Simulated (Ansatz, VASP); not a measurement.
# GaSb in VASP and in Ansatz

```xyz
2
Lattice="3.0050 3.0050 0.0000 -3.0050 3.0050 0.0000 0.0000 3.0050 3.1166" Properties=species:S:1:pos:R:3 pbc="T T T"
Ga    0.0000    0.0000    0.0000
Sb    1.5025    4.5074    1.5583
```

Change from the starting cell: in-plane strain -0.02, out-of-plane length and atoms relaxed by PAW.

Alike in both runs: functional r2SCAN; k mesh 6 × 6 × 6; no spin polarisation.

Ansatz relaxed the structure, and its values are those at the end. VASP's run is a single point on that final structure, the one shown.

|  | VASP | Ansatz |
| --- | --- | --- |
| version | VASP 6.6.1 | Ansatz 0.2.0 |
| potentials or method | VASP PAW PBE potentials, release 64 (Ga_d, Sb) | PAW with Ansatz's default frozen-core files, scalar-relativistic |
| plane-wave cutoff (eV) | 520 | 500 |
| occupations | gaussian, width 0.01 eV | fixed |
| valence electrons in the cell | 18 | 28 |

Ansatz gave:

* pressure (GPa): 1.3

Task: Estimate VASP's values.

Result: Pressure (GPa): 1.4.

The two sets of potentials don't hold the same shells in valence.

Caveats: the PAW data sets were made with another functional, which shifts forces and pressure a little (VASP).
